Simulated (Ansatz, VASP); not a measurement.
This is a calculation of Ca for Ansatz 0.2.0.

Contents of input.yaml:

```yaml
crystal:
  lattice:
    - [3.48865634, 0.0, 0.0]
    - [0.0, 3.48865634, 0.0]
    - [0.0, 0.0, 3.48865634]
  atoms:
    - { symbol: Ca, position: [0.0, 0.0, 0.0] }
kpoints:
  mp_grid: { grid: [8, 8, 8] }
scf:
  occupations: { method: gaussian, width: 0.05 }
hamiltonian:
  xc: lda
  pseudopotentials: { kind: all_electron, lapw: { basis_error: 0.001 } }
output:
  forces: true
  stress: true
  eigenvalues: true
```

Potentials or basis: all-electron LAPW, scalar-relativistic.

Run with:

```sh
$ ansatz run input.yaml --threads 1 --pin off --max-ram 3072MiB --backend cpu --events-out ev --progress --plain --runs-dir out
```

Task: Translate it to VASP 6.6.1. Potentials there: VASP PAW LDA potentials, release 64 (Ca_sv).

Result: As run (the cutoff follows the program's own potentials):

The input INCAR:

```
SYSTEM = Ca
PREC = Accurate
ENCUT = 520
EDIFF = 1E-6
ISMEAR = 0
SIGMA = 0.05
LREAL = .FALSE.
LASPH = .TRUE.
NELM = 100
ALGO = Fast
ISIF = 2
LWAVE = .FALSE.
LCHARG = .FALSE.
GGA = CA
NBANDS = 11
```

File KPOINTS:

```
regular mesh
0
G
  8 8 8
  0 0 0
```

POSCAR

```
Ca
1.0
    3.4886563400      0.0000000000      0.0000000000
    0.0000000000      3.4886563400      0.0000000000
    0.0000000000      0.0000000000      3.4886563400
Ca
1
Direct
    0.0000000000      0.0000000000      0.0000000000
```

Potentials or basis: VASP PAW LDA potentials, release 64 (Ca_sv).

The run is started by

```sh
$ cat potpaw_LDA.64/Ca_sv/POTCAR > POTCAR
$ mpirun -np 1 vasp_std > vasp.out
```

Both were run:

|  | VASP | Ansatz | Ansatz less VASP |
| --- | --- | --- | --- |
| gap on the k mesh at the Fermi level (eV) | none | none | - |
| pressure (GPa) | -0.9 | -0.9 | +0.01 |

A gap of «none» marks a metal or a gap that the smearing closes. Ansatz ran all-electron here, so the differences hold the error of VASP's frozen core and of both bases.
